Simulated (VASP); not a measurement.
Write the native input for VASP 6.6.1 that does the following.

```
Task                   : relaxation of cell and atoms
Functional             : BEEF-vdW
Potentials or basis    : VASP PAW PBE potentials, release 64 (Cs_sv)
Cutoff                 : 600 eV
k mesh                 : 5 × 5 × 5
Occupations            : methfessel-paxton, width 0.2 eV
Spin                   : spin-orbit coupling, no magnetisation
Further INCAR settings : ALGO = Normal; EDIFF = 1e-07; IBRION = 2; EDIFFG = -0.01; NSW = 60; ISIF = 3
```

The structure of Cs lies in POSCAR:

```
Cs
1.0
   -3.1284650614      3.1284650614      3.1284650614
    3.1284650614     -3.1284650614      3.1284650614
    3.1284650614      3.1284650614     -3.1284650614
Cs
1
Direct
    0.0000000000      0.0000000000      0.0000000000
```

The input as run:

INCAR

```
  PREC = Accurate
  ENCUT = 600
  EDIFF = 1E-7
  ISMEAR = 1
  SIGMA = 0.2
  LREAL = False
  LASPH = True
  NELM = 80
  ALGO = Normal
  ISIF = 3
  LWAVE = False
  LCHARG = False
  LNONCOLLINEAR = True
  MAGMOM = 0 0 0
  LORBIT = 11
  LSORBIT = True
  GGA_COMPAT = False
  GGA = BF
  LUSE_VDW = True
  ZAB_VDW = -1.8867
  IBRION = 2
  NSW = 60
  EDIFFG = -0.01
```

KPOINTS

```
regular mesh
0
Gamma
  5 5 5
```

Potentials or basis: VASP PAW PBE potentials, release 64 (Cs_sv).

Command:

```console
$ cat potpaw_PBE.64/Cs_sv/POTCAR > POTCAR
$ mpirun -np 1 vasp_ncl > vasp.out
```

It gave:

```json
{
  "Pressure after relaxing": "0.0 GPa",
  "Valence electrons inside the program's atomic spheres": "Cs 6.49"
}
```

Caveat: the relaxation stopped at its first step, so nothing moved; the PAW data sets were made with another functional, which shifts forces and pressure a little.

Run time: 5.8 min on 1 thread of AMD EPYC 7R13 Processor (Zen 3), on a shared host, peak memory 1.4 GiB.
